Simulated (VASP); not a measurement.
# MnSb (P6_3/mmc) in VASP: electric field gradients with PBE

Aim: the electric field gradients of MnSb with PBE.

Program: VASP 6.6.1. These are calculated values, not measurements. Logs are shortened: lines on timing, memory, paths and dates and some standing lists are left out, and cuts for length are marked.

**1. The crystal as given**

It takes space group P6_3/mmc (No. 194, hexagonal). Conventional cell: a = 4.130 Å, b = 4.130 Å, c = 5.800 Å, α = 90.00°, β = 90.00°, γ = 120.00°. Mn (site symmetry -3m) has 6 Sb at 2.79 Å and 2 Mn at 2.90 Å as nearest neighbours. Sb (site symmetry -6m2) is surrounded by 6 Mn at 2.79 Å.

**2. Electric field gradients, PBE, collinear spin, typed start**

The input, INCAR:

```
  ALGO = Fast
  EDIFF = 1E-8
  ENCUT = 520
  GGA = PE
  ISIF = 2
  ISMEAR = -1
  ISPIN = 2
  LASPH = T
  LCHARG = F
  LEFG = T
  LMAXMIX = 4
  LORBIT = 11
  LREAL = F
  LWAVE = F
  MAGMOM = 4 4 0 0
  NBANDS = 30
  NELM = 150
  PREC = Accurate
  SIGMA = 0.08
```

The input, KPOINTS:

```
k-points
0
Gamma
  9 9 6
```

The input, POSCAR:

```
MnSb
1.0
    4.1299978706      0.0000000000      0.0000000000
   -2.0649989353      3.5766830735      0.0000000000
    0.0000000000      0.0000000000      5.8000000000
Mn Sb
2 2
Direct
    0.0000000000      0.0000000000      0.0000000000
    0.0000000000      0.0000000000      0.5000000000
    0.3333333333      0.6666666667      0.2500000000
    0.6666666667      0.3333333333      0.7500000000
```

Potentials or basis: VASP PAW PBE potentials, release 64 (Mn_pv, Sb).

Command:

```console
$ cat potpaw_PBE.64/Mn_pv/POTCAR potpaw_PBE.64/Sb/POTCAR > POTCAR
$ mpirun -np 1 vasp_std > vasp.out
```

OUTCAR:

```text
EDIFF = 1E-8
   ENCUT = 520
   GGA = PE
   ISIF = 2
   ISMEAR = -1
   ISPIN = 2
   LASPH = T
   LORBIT = 11
   LREAL = F
   NELM = 150
   PREC = Accurate

 ion  position               nearest neighbor table
   1  0.000  0.000  0.000-   3 2.79   4 2.79   3 2.79   4 2.79   4 2.79   3 2.79   2 2.90   2 2.90

   2  0.000  0.000  0.500-   3 2.79   4 2.79   3 2.79   4 2.79   4 2.79   3 2.79   1 2.90   1 2.90

   3  0.333  0.667  0.250-   1 2.79   2 2.79   1 2.79   2 2.79   1 2.79   2 2.79   4 3.75   4 3.75
                             4 3.75   4 3.75   4 3.75   4 3.75
   4  0.667  0.333  0.750-   1 2.79   2 2.79   1 2.79   2 2.79   1 2.79   2 2.79   3 3.75   3 3.75
                             3 3.75   3 3.75   3 3.75   3 3.75

  LATTYP: Found a hexagonal cell.
 ALAT       =     4.1299978706
 C/A-ratio  =     1.4043590776

  Lattice vectors:

 A1 = (   4.1299978706,   0.0000000000,   0.0000000000)
 A2 = (  -2.0649989353,   3.5766830735,   0.0000000000)
 A3 = (   0.0000000000,   0.0000000000,   5.8000000000)

Analysis of symmetry for initial positions (statically):
=====================================================================
 Subroutine PRICEL returns:
 Original cell was already a primitive cell.

 Routine SETGRP: Setting up the symmetry group for a
 hexagonal supercell.

 Subroutine GETGRP returns: Found 24 space group operations
 (whereof 12 operations were pure point group operations)
 out of a pool of 24 trial point group operations.

The static configuration has the point symmetry D_3d.
 The point group associated with its full space group is D_6h.

Analysis of symmetry for dynamics (positions and initial velocities):
=====================================================================
 Subroutine PRICEL returns:
 Original cell was already a primitive cell.

 Routine SETGRP: Setting up the symmetry group for a
 hexagonal supercell.

 Subroutine GETGRP returns: Found 24 space group operations
 (whereof 12 operations were pure point group operations)
 out of a pool of 24 trial point group operations.

[... 974 lines left out ...]

 k-point     1 :       0.0000    0.0000    0.0000
  band No.  band energies     occupation
      1     -38.5936      1.00000
      2     -38.5936      1.00000
      3     -38.5849      1.00000
      4     -38.5849      1.00000
      5     -38.5313      1.00000
      6     -38.4402      1.00000
[... 781 lines left out ...]
     29      16.4446      0.00000
     30      16.7741      0.00000

 [... further k-points ...]
[... 5 lines left out ...]
  --------------------------------------------------------------------------------------
  -------------------------------------------------------------------------------------
  Total       -1.2952170     -1.2952170     -2.1873978      0.0000000      0.0000000      0.0000000
  in kB      -24.2211539    -24.2211539    -40.9053459      0.0000000      0.0000000      0.0000000
  external PRESSURE =     -29.7825513 kB  Pullay stress =       0.0000000 kB

 VOLUME and BASIS-vectors are now :
 -----------------------------------------------------------------------------
  energy-cutoff  :      520.00
  volume of cell :       85.68
      direct lattice vectors                 reciprocal lattice vectors
     4.129997871  0.000000000  0.000000000     0.242130875  0.139794326  0.000000000
    -2.064998935  3.576683073  0.000000000     0.000000000  0.279588652  0.000000000
     0.000000000  0.000000000  5.800000000     0.000000000  0.000000000  0.172413793

 POSITION                                       TOTAL-FORCE (eV/Angst)
 -----------------------------------------------------------------------------------
      0.00000      0.00000      0.00000         0.000000      0.000000      0.000000
      0.00000      0.00000      2.90000        -0.000000      0.000000      0.000000
     -0.00000      2.38446      1.45000        -0.000000      0.000000      0.000000
      2.06500      1.19223      4.35000         0.000000      0.000000     -0.000000
 -----------------------------------------------------------------------------------
    total drift:                                0.000000     -0.000000      0.000000

  FREE ENERGIE OF THE ION-ELECTRON SYSTEM (eV)
  ---------------------------------------------------
  free  energy   TOTEN  =       -26.3465251480 eV

  energy  without entropy=      -26.3016068352  energy(sigma->0) =      -26.32406599

 Electric field gradients (V/A^2)
---------------------------------------------------------------------
 ion       V_xx      V_yy      V_zz      V_xy      V_xz      V_yz
---------------------------------------------------------------------
   1      20.318    20.314   -40.632    -0.004     0.000    -0.000
   2      20.318    20.314   -40.632    -0.004    -0.000     0.000
   3     -20.854   -20.854    41.708    -0.000     0.000     0.000
   4     -20.854   -20.854    41.708    -0.000    -0.000     0.000
---------------------------------------------------------------------

 Electric field gradients after diagonalization (V/A^2)
 (convention: |V_zz| > |V_xx| > |V_yy|)
----------------------------------------------------------------------
 ion       V_xx      V_yy      V_zz     asymmetry (V_yy - V_xx)/ V_zz
----------------------------------------------------------------------
   1      20.320    20.311   -40.632       0.000
   2      20.320    20.311   -40.632       0.000
   3     -20.854   -20.854    41.708       0.000
   4     -20.854   -20.854    41.708       0.000
----------------------------------------------------------------------

           NMR quadrupolar parameters

 Cq : quadrupolar parameter    Cq=e*Q*V_zz/h
 eta: asymmetry parameters     (V_yy - V_xx)/ V_zz
 Q  : nuclear electric quadrupole moment in mb (millibarn)
----------------------------------------------------------------------
 ion       Cq(MHz)       eta       Q (mb)
----------------------------------------------------------------------
   1      -0.098       0.000       1.000
   2      -0.098       0.000       1.000
   3       0.101       0.000       1.000
   4       0.101       0.000       1.000
----------------------------------------------------------------------

 total charge

# of ion       s       p       d       tot
------------------------------------------
    1        0.273   6.209   5.039  11.520
    2        0.273   6.209   5.039  11.520
    3        1.141   1.266   0.041   2.448
    4        1.141   1.266   0.041   2.448
--------------------------------------------------
tot          2.828  14.949  10.161  27.938

 magnetization (x)

# of ion       s       p       d       tot
------------------------------------------
    1        0.036   0.025   3.314   3.376
    2        0.036   0.025   3.314   3.376
    3        0.011  -0.147   0.005  -0.130
    4        0.011  -0.147   0.005  -0.130
--------------------------------------------------
tot          0.095  -0.243   6.639   6.491
```

OSZICAR:

```text
N       E                     dE             d eps       ncg     rms          rms(c)
DAV:   1     0.318783129075E+03    0.31878E+03   -0.18937E+04  6352   0.121E+03
DAV:   2    -0.111355351771E+02   -0.32992E+03   -0.31604E+03  5966   0.343E+02
DAV:   3    -0.278067600492E+02   -0.16671E+02   -0.16272E+02  6814   0.863E+01
[... 12 lines left out ...]
RMM:  16    -0.263465250559E+02   -0.34985E-07   -0.18926E-06  7200   0.769E-03    0.290E-03
RMM:  17    -0.263465249042E+02    0.15169E-06   -0.47667E-07  6348   0.341E-03    0.133E-03
RMM:  18    -0.263465250514E+02   -0.14720E-06   -0.97461E-08  6133   0.178E-03    0.578E-04
RMM:  19    -0.263465251234E+02   -0.71930E-07   -0.25930E-08  4673   0.875E-04    0.385E-04
RMM:  20    -0.263465251385E+02   -0.15088E-07   -0.50387E-09  3638   0.445E-04    0.167E-04
RMM:  21    -0.263465251480E+02   -0.95843E-08   -0.16973E-09  3478   0.278E-04
   1 F= -.26346525E+02 E0= -.26324066E+02  d E =-.449183E-01  mag=     6.6385
```

stdout:

```text
POSCAR found type information on POSCAR MnSb
 POSCAR found :  2 types and       4 ions
 scaLAPACK will be used
 LDA part: xc-table for (Slater+PW92), standard interpolation
 POSCAR, INCAR and KPOINTS ok, starting setup
 FFT: planning ... GRIDC
 FFT: planning ... GRID_SOFT
 FFT: planning ... GRID
 WAVECAR not read
 entering main loop
ion   1

ion   2

ion   3

ion   4
```

Run time: 2.1 min. Hardware: 1 thread of Intel Xeon 6975P-C (Granite Rapids), shared host; peak memory 0.37 GiB.

What came out:

```
Free energy                                           : -26.3465 eV
Pressure                                              : -3.0 GPa
Band gap on the k mesh                                : none (metal or under the smearing width)
Net moment                                            : 6.64 μB per cell
Site moments                                          : Mn +3.38; Sb -0.13 μB
Valence electrons inside the program's atomic spheres : Mn 11.52; Sb 2.45
```

Levels at points of the mesh, in eV from the Fermi level:
Spin up:
```csv
k point,band 19,band 20,band 21,band 22,band 23,band 24
"(0.00, 0.00, 0.00)",-0.56,0.51,0.51,2.29,2.29,2.58
"(0.00, 0.00, 0.50)",-0.63,-0.63,1.74,1.74,1.74,1.74
```
Spin down:
| k point | band 11 | band 12 | band 13 | band 14 | band 15 | band 16 | band 17 | band 18 | band 19 | band 20 |
| --- | --- | --- | --- | --- | --- | --- | --- | --- | --- | --- |
| (0.00, 0.00, 0.00) | -2.45 | -0.92 | -0.01 | -0.01 | 0.26 | 0.26 | 0.56 | 0.56 | 1.40 | 1.40 |
| (0.00, 0.00, 0.50) | -1.64 | -1.64 | -1.64 | -1.64 | 0.51 | 0.51 | 0.51 | 0.51 | 0.80 | 0.80 |

Electric field gradients, principal values (V/Å²):
```
atom      Vxx      Vyy      Vzz
1 Mn   20.311   20.320  -40.632
2 Mn   20.311   20.320  -40.632
3 Sb  -20.854  -20.854   41.708
4 Sb  -20.854  -20.854   41.708
```

The run has no spin-orbit coupling, so splittings on Sb are missing.
